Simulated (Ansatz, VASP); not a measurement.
# GaN in two plane-wave programs, part 2 of 2

Wanted: the spread between two codes on one cell, functional and k mesh. The cell is taken from a series of runs on this material, whose earlier steps may have relaxed, scaled, displaced or heated it; both programs get it as it stands.

VASP 6.6.1 and Ansatz 0.2.0.

So far: Set-up; VASP: zone-centre phonons, LDA.

**3. Ansatz: zone-centre phonons, LDA**

Level of this step: Ansatz beside VASP: Kohn-Sham DFT, plane waves, LDA (Ansatz).

Ansatz runs on its PAW soft_1 files.

The same cell, functional (in two slightly different forms) and mesh now go to Ansatz, which takes its cutoff from its data sets.

File input.yaml:

```yaml
crystal:
  lattice:
    - [0.0, 2.1607744357, 2.2982036729]
    - [2.1607744357, 0.0, 2.2982036729]
    - [2.1607744357, 2.1607744357, 0.0]
  atoms:
    - { symbol: "N", position: [0.25, 0.25, 0.25] }
    - { symbol: Ga, position: [0.0, 0.0, 0.0] }
kpoints:
  mp_grid: { grid: [12, 12, 12] }
hamiltonian:
  xc: lda
  pseudopotentials: { kind: paw, azcp: { folder: soft_1 }, xc_functional: pbe }
scf:
  occupations: { method: fixed }
output:
  eigenvalues: true
phonons:
  method: dfpt
  dielectric: true
  rigid_motions: translations
```

On the command line:

```bash
$ ansatz run input.yaml --threads 4 --pin off --max-ram 10240MiB --backend cpu --events-out ev --progress --plain --runs-dir out
```

Numbers of over 12 decimals in the logs are rounded to 6 here.

Output:

```text
Engine: ansatz 0.2.0, x86_64-unknown-linux-gnu
Pseudopotentials: kind: paw
Pseudopotential: N, paw, valence charge 5, recommended cutoff 420 eV (normal), soft_1/N.paw.azcp
Pseudopotential: Ga, paw, valence charge 13, recommended cutoff 420 eV (normal), soft_1/Ga.paw.azcp
Functional definition: SPW92
  exchange = slater_x
  correlation = pw_c
Crystal: 2 atoms, lattice volume = 21.460 Å³
Basis set: ecut = 420 eV, 427 PW (Γ), exchange–correlation on 48×48×48 points (8 copies of the dense FFT grid, shifted against one another)
Bands: 13, of which v1, the nominal top of the filled ones, is band 9 counted from 1 (8 counted from 0)
Symmetry: 8 space group operations
k-points: 868 of 1728 (irreducible under 1 space group operation, time reversal used)
Non-local potential: N, projectors of the file, l = 0: 2, l = 1: 2, l = 2: 1
Non-local potential: Ga, projectors of the file, l = 0: 2, l = 1: 2, l = 2: 3, l = 3: 1
PAW form: soft (Blöchl's): semilocal exchange-correlation on the pseudo side does not see the compensation charge
PAW frozen core: N, regenerated for the run's functional, and the local potential with it (the file was generated under x = pbe(κ = 0.804, μ = 0.219515), c = pbe(β = 0.066725))
PAW frozen core: Ga, regenerated for the run's functional, and the local potential with it (the file was generated under x = pbe(κ = 0.804, μ = 0.219515), c = pbe(β = 0.066725))
PAW one-centre angular grid: N, 110 points (default); XC on 64 Gauss nodes
PAW one-centre angular grid: Ga, 590 points (default); XC on 64 Gauss nodes
Initial density: superposition of atomic densities (chi_scale 0.1, normalization cell, long waves kept (reshape's long-wave potential 0.00 eV rms))
Initial wavefunctions: pseudopotential atomic-orbital guess
Functional: x = slater, c = lda
SCF iter   1: F=—  HF=-4082.734352 eV  |F-HF|=—  |Δ(HF+E_count)|=         —  Δρ=1.11e-1  dr2=2.34e0  ethr=3.10e-3  ⟨swp⟩=4.0  Hψ=50370  notcnv=0  defer=1118
preconditioner: auto → none  [insulator: Δε(μ)=2.952 eV  Ē_g=19.540 eV  n_scr=8 (ndim 8)  ℏωp=34.0 eV  f_vac=0.000  ε∞_Penn≈4.0]
SCF iter   2: F=—  HF=-4082.176952 eV  |F-HF|=—  |Δ(HF+E_count)|=   5.57e-1  Δρ=5.98e-2  dr2=4.66e-1  ethr=3.10e-3  ⟨swp⟩=2.2  Hψ=28192  notcnv=0  defer=273
SCF iter   3: F=—  HF=-4082.061161 eV  |F-HF|=—  |Δ(HF+E_count)|=   1.16e-1  Δρ=1.93e-2  dr2=3.85e-2  ethr=2.59e-3  ⟨swp⟩=2.0  Hψ=15826  notcnv=0  defer=1730
SCF iter   4: F=—  HF=-4082.054169 eV  |F-HF|=—  |Δ(HF+E_count)|=   6.99e-3  Δρ=7.87e-3  dr2=5.72e-3  ethr=2.14e-4  ⟨swp⟩=2.0  Hψ=21923  notcnv=0  defer=1735
SCF iter   5: F=—  HF=-4082.051249 eV  |F-HF|=—  |Δ(HF+E_count)|=   2.92e-3  Δρ=8.72e-4  dr2=4.49e-5  ethr=3.18e-5  ⟨swp⟩=2.0  Hψ=20607  notcnv=0  defer=1735
SCF iter   6: F=—  HF=-4082.051236 eV  |F-HF|=—  |Δ(HF+E_count)|=   1.32e-5  Δρ=1.27e-4  dr2=1.55e-6  ethr=2.49e-7  ⟨swp⟩=2.0  Hψ=16588  notcnv=0  defer=118
SCF iter   7: F=—  HF=-4082.051235 eV  |F-HF|=—  |Δ(HF+E_count)|=   7.45e-7  Δρ=1.37e-5  dr2=1.82e-8  ethr=8.61e-9  ⟨swp⟩=2.6  Hψ=17249  notcnv=0
SCF iter   8: F=—  HF=-4082.051235 eV  |F-HF|=—  |Δ(HF+E_count)|=   2.77e-9  Δρ=8.47e-7  dr2=1.01e-10  ethr=1.01e-10  ⟨swp⟩=2.0  Hψ=14403  notcnv=0
SCF iter   9: F=-4082.051235 eV  HF=-4082.051235 eV  |F-HF|=4.55e-13  |Δ(HF+E_count)|=  1.73e-11  Δρ=5.74e-8  dr2=2.22e-13  ethr=1.00e-12  ⟨swp⟩=6.0  Hψ=59322  notcnv=0
SCF 1 converged in 9 iterations: F = -4082.051235 eV  dr2 = 2.22e-13
  greatest PAW one-centre occupation: 0.996 electrons in one spin orbital (limit 2), on the Ga atom at site 1 (counted from 0), in its partial waves of l = 2
NSCF: frozen V_eff on 3 k-points
DFPT response loops at Γ: preconditioner auto → none (the input reference at scf.mixing.eps_inf says where Resta's filter doesn't serve); β = 0.50; Broyden in place of MSR1
── the response to a field inside a basis, on 12×12×12 k-points: an SCF that follows is theirs, and a resumed run solves both again ──
Bands: 10, of which v1, the nominal top of the filled ones, is band 9 counted from 1 (8 counted from 0)
k-points: 468 of 1728 (irreducible under 2 space group operations, time reversal used)
Initial density: handed on by an earlier stage of this run
Initial wavefunctions: pseudopotential atomic-orbital guess (no wavefunctions were taken with the density)
Eigensolver: Dense (468 Hₖ)
SCF iter   1: F=—  HF=-4082.053610 eV  |F-HF|=—  |Δ(HF+E_count)|=         —  Δρ=5.34e-4  dr2=1.03e-5  ethr=1.00e-1
preconditioner: auto → none  [insulator: Δε(μ)=2.243 eV  Ē_g=15.584 eV  n_scr=8 (ndim 8)  ℏωp=34.0 eV  f_vac=0.000  ε∞_Penn≈5.8]
SCF iter   2: F=—  HF=-4082.053608 eV  |F-HF|=—  |Δ(HF+E_count)|=   1.13e-6  Δρ=2.91e-4  dr2=4.82e-6  ethr=5.71e-8
SCF iter   3: F=—  HF=-4082.053610 eV  |F-HF|=—  |Δ(HF+E_count)|=   1.16e-6  Δρ=1.15e-4  dr2=2.32e-6  ethr=2.68e-8
SCF iter   4: F=-4082.053608 eV  HF=-4082.053608 eV  |F-HF|=4.12e-9  |Δ(HF+E_count)|=   1.05e-6  Δρ=1.37e-5  dr2=1.41e-8  ethr=1.29e-8
SCF 1 converged in 4 iterations: F = -4082.053608 eV  dr2 = 1.41e-8
DFPT response loops at Γ: mixed as the last ones told, above
SCF converged after 9 iterations
Free energy (F): -4082.051235 eV
Harris-Foulkes:  -4082.051235 eV  (|F-HF|=4.55e-13)
Internal energy: -4082.051235 eV  (E = F + TS)
E sigma→0 (E₀):  -4082.051235 eV
Fermi energy:    10.392328 eV
--- Per-component energies (eV) ---
  E_band       = 2.644719
  E_kinetic    = 243.026651
  E_local      = -1365.267352  (includes V_loc(G=0)·N_el)
  E_nonlocal   = -51.656695
  E_hartree    = 874.284842
  E_xc         = -122.293076
  E_vxc        = -132.011288  (∫ρ·V_xc dr)
  E_paw        = -2039.455930  (= ΣΔE_a)
  E_vpaw       = -440.016891  (= ΣTr[D̂ρ^β])
  E_aug_tail   = 0.000624  (compensation charges beyond the density's cutoff)
  E_ewald      = -1622.498824
  E_core_change = 1.808525  (= ΣΔE_core)
  E_smearing   = -0.000000  (= −TS)
  E_closure    = -0.000000  (closes the sum)
  Σ components = -4082.051235   (vs F -4082.051235, Δ=0.00e0)
--- Band table (eV; the first three rows and the last of 868) ---
  k-point 0: bands = [... 5 lower, -3.0074, 10.0543, 10.3923, 10.3923, 12.4256, 20.7848, 20.7848, 20.9423]
  k-point 1: bands = [... 5 lower, -3.0100, 9.4511, 10.1013, 10.3207, 13.0359, 20.3807, 20.9372, 21.0538]
  k-point 2: bands = [... 5 lower, -3.0139, 7.9691, 9.8359, 10.1338, 13.9635, 19.6362, 21.2275, 21.2862]
  k-point 867: bands = [... 5 lower, -1.6167, 2.7423, 8.9636, 9.4779, 15.1428, 19.2101, 20.5019, 21.3328]
--- Phonons (Γ-DFPT): 4 representative perturbations + reference, on 868 of 1728 k-points (Σ response iterations 12) ---
  k mesh reduced under 1 symmetry operation, with k and −k counted as one. Each operation leaves every solved perturbation unchanged. A smaller set is not considered because the run solves the response to a homogeneous field
  ASR residual: 5.768e-5 → 0.000e0 eV/Å²; symmetrization residual: 3.135e-6 eV/Å²
  ASR residual per site (eV/Å²): 5.65e-6 5.77e-5
  Γ frequencies (cm⁻¹): 0.00 0.00 0.00 566.37 566.37 590.25
  ε∞ (high-frequency dielectric tensor):
        5.602060     0.000000    -0.000000
        0.000000     5.602060     0.000000
       -0.000000     0.000000     5.746871
  ε⁰ (static dielectric tensor: ions relaxed, cell fixed):
        9.709471    -0.000000    -0.000000
       -0.000000     9.709471     0.000000
       -0.000000     0.000000     9.859691
  ε⁰ − ε∞ (ionic part):
        4.107411    -0.000000    -0.000000
       -0.000000     4.107411     0.000000
       -0.000000     0.000000     4.112820
  softest optical mode at Γ: 566.37 cm⁻¹; the repairs (sum rule, projections) moved no ω² at Γ by more than (0.77 cm⁻¹)²
  Born effective charges Z* (e; rows j = field, columns β = displacement):
    site 0:
        -2.58887   -0.00000    0.00000
         0.00000   -2.58887   -0.00000
         0.00000   -0.00000   -2.69982
    site 1:
         2.58887    0.00000    0.00000
        -0.00000    2.58887    0.00000
        -0.00000    0.00000    2.69982
  Z* charge neutrality: 1.005e-3 e pre-enforcement
  solved inside a basis spanned on kpoints, on 12×12×12 k-points, its susceptibility summed on 16×16×16: ε∞ is read to err by 1.5e-2, Z* by 1.4e-2 e (field_mesh: kpoints solves on kpoints); Z* is corrected for what the basis lacks
  optical modes at Γ without the LO–TO term, one row a degenerate level:
      ω (cm⁻¹)  modes    IR ((D/Å)²/amu)
        566.37      2            26.5139
        590.25      1            14.4176
  optical modes at Γ + LO–TO along q̂ = [1.0000, 0.0000, 0.0000]:
      ω (cm⁻¹)  modes    IR ((D/Å)²/amu)
        566.37      1            13.2570
        590.25      1            14.4176
        745.63      1            13.2570
  optical modes at Γ + LO–TO along q̂ = [0.0000, 1.0000, 0.0000]:
      ω (cm⁻¹)  modes    IR ((D/Å)²/amu)
        566.37      1            13.2570
        590.25      1            14.4176
        745.63      1            13.2570
  optical modes at Γ + LO–TO along q̂ = [0.0000, 0.0000, 1.0000]:
      ω (cm⁻¹)  modes    IR ((D/Å)²/amu)
        566.37      2            26.5139
        773.13      1            14.4176
```

**4. Differences**

Known differences besides the potentials themselves: the two LDA forms differ slightly; fixed occupations in Ansatz, narrow Gaussian smearing in VASP; VASP's response is taken on the typed mesh, Ansatz refines its own for the field response alone; the cutoff is 420 eV in Ansatz and 600 eV in VASP; VASP's log shows a relativistic correction to its local exchange, Ansatz's none; VASP's log repeats an internal error in its field response. Total energies have different zeros and are not compared.

Both answers:

```
                                     quantity  Ansatz   VASP  difference
                                        ε∞ xx    5.60   5.56     +0.72 %
                                        ε∞ yy    5.60   5.56     +0.72 %
                                        ε∞ zz    5.75   5.69     +1.00 %
 Born charge of N1 (mean of the diagonal) (e)   -2.63  -2.62       -0.01
Born charge of Ga2 (mean of the diagonal) (e)    2.63   2.62       +0.01
                   optical mode 1 to 2 (cm⁻¹)   566.4  571.2     -0.84 %
                        optical mode 3 (cm⁻¹)   590.2  596.0     -0.96 %
```

Modes are paired by rising frequency, not by their patterns, so a pair may set unlike modes beside each other; they are those without the splitting of longitudinal modes.

**5. Outcome**

```json
{"r.m.s. difference of the optical zone-centre modes, each program's sorted by frequency (zone-centre phonons, LDA)": "5.1 cm⁻¹", "difference in ε∞ zz (zone-centre phonons, LDA)": "+1.0 %"}
```

The r.m.s. difference of the optical zone-centre modes, each program's sorted by frequency is 5.1 cm⁻¹ (zone-centre phonons, LDA). Among the rows given in per cent, the largest difference of the zone-centre phonons, LDA pair is in ε∞ zz, +1.0 %. Such differences can come from data sets, numerical settings and the points named under the comparisons, not from the functional's error against experiment.

[Lines on the potential files, build, host, timing and source positions are cut from VASP's logs without a mark.]

[Logs are printed without paths, hosts, clocks, repeated set-up lines and the standing remarks that a program may print on its own settings, such as how far it seeks lower states.]

[Hosts, paths, dates, database ids (printed as entryN), source tags and the programs' standing remarks are cut or masked in the printed files.]
